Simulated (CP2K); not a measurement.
Crystal: La2O3.

```
La O
1.0
     6.26678    0.00000    0.00000
    -3.13339    5.42719    0.00000
     0.00000    0.00000    3.29977
La O
2 3
Direct
  0.66667 0.33333 0.50000
  0.33333 0.66667 0.50000
  0.50801 0.00000 0.00000
  0.00000 0.50801 0.00000
  0.49199 0.49199 0.00000
```

The cell comes from a database or a generator and needn't be the stable form of this composition.

Base run:

```yaml
Program: CP2K 2026.2
Functional: PBEsol
Potentials_or_basis: GTH_POTENTIALS La GTH-PBE-q11, O GTH-PBE-q6; DZVP-MOLOPT-SR-GTH basis
Density_cutoff: 8163 eV
k_mesh: 4 × 4 × 6
Occupations: fermi-dirac, width 0.05 eV
Spin: no spin polarisation
Hubbard_terms: La f U = 8.0 eV
```

Its results: band gap on the k mesh 1.25 eV, indirect (least direct gap 1.64 eV); largest force 0.006 eV/Å.

**Question.** The run is repeated on the same cell with these changes: hubbard terms from La f U = 8.0 eV to none. What comes out?

**Answer.** Band gap on the k mesh 1.33 eV, indirect (least direct gap 1.78 eV); largest force 0.010 eV/Å.

Caveats: the potentials were made for another functional, which shifts forces and pressure; spin-orbit coupling is left out, which moves the levels of the heavy elements; the basis of atomic orbitals isn't converged, which shifts pressures, moduli and gaps; this program's U acts on Mulliken populations of all basis functions of the shell, so it isn't the U of plane-wave codes (some runs); energies scatter by some meV and the pressure isn't listed (some runs).

A k mesh can miss the band edges.
